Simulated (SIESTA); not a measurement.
Crystal: Cu.

```
Cu
1.0
     0.00000    1.80750    1.80750
     1.80750    0.00000    1.80750
     1.80750    1.80750    0.00000
Cu
1
Direct
  0.00000 0.00000 0.00000
```

Base run:

* Program: SIESTA 5.4.2
* Functional: PW91
* Potentials or basis: PseudoDojo 0.4 standard (PBE files)
* Basis: DZP (energy shift 0.003 Ry; two zetas on semicore shells)
* Grid cutoff: 800 Ry
* Energy shift: 0.003 Ry
* k mesh: 13 × 13 × 13
* Occupations: fermi-dirac, width 0.05 eV
* Spin: no spin polarisation

Its results: band gap on the k mesh none (metal or under the smearing width); pressure 0.5 GPa.

Question: The run is repeated on the same cell with these changes: functional from PW91 to LDA; potentials or basis from PseudoDojo 0.4 standard (PBE files) to PseudoDojo 0.4 standard (LDA files). What comes out?

Answer: Band gap on the k mesh none (metal or under the smearing width); pressure -13.4 GPa.

Caveats: short orbitals over semicore shells can move pressures by several GPa; the basis of atomic orbitals isn't converged, which shifts pressures, moduli and gaps; the potentials were made for another functional, which shifts forces and pressure (some runs).
